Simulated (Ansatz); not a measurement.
The system is SnTe.

```
Te Sn
1.0
     0.00000    3.61115    3.61115
     3.61115    0.00000    3.61115
     3.61115    3.61115    0.00000
Te Sn
1 1
Direct
  0.25000 0.25000 0.25000
  0.00000 0.00000 0.00000
```

Measurements of this composition are mostly on another form, of space group No. 225.

Base run:

```yaml
Program: Ansatz 0.2.0
Functional: HSE06
Potentials_or_basis: all-electron PAW datasets made for the crystal
Cutoff: 270 eV (chosen from the basis error)
k_mesh: 6 × 6 × 6
Occupations: fermi-dirac, width 0.05 eV
Spin: no spin polarisation
```

Its results: band gap on the k mesh 0.59 eV, indirect (least direct gap 1.16 eV); pressure -0.5 GPa.

Q: The run is repeated on the same cell with these changes: functional from HSE06 to PBE; cutoff from 270 eV (chosen from the basis error) to 240 eV (chosen from the basis error). What comes out?

A: Band gap on the k mesh 0.28 eV, indirect (least direct gap 0.80 eV); pressure 0.0 GPa.

HSE06 gives the wider gap, since exact exchange removes part of the self-interaction.

Caveats: spin-orbit coupling is left out, which moves the levels of the heavy elements.

A k mesh can miss the band edges.

The runs don't all hold the same shells in valence.
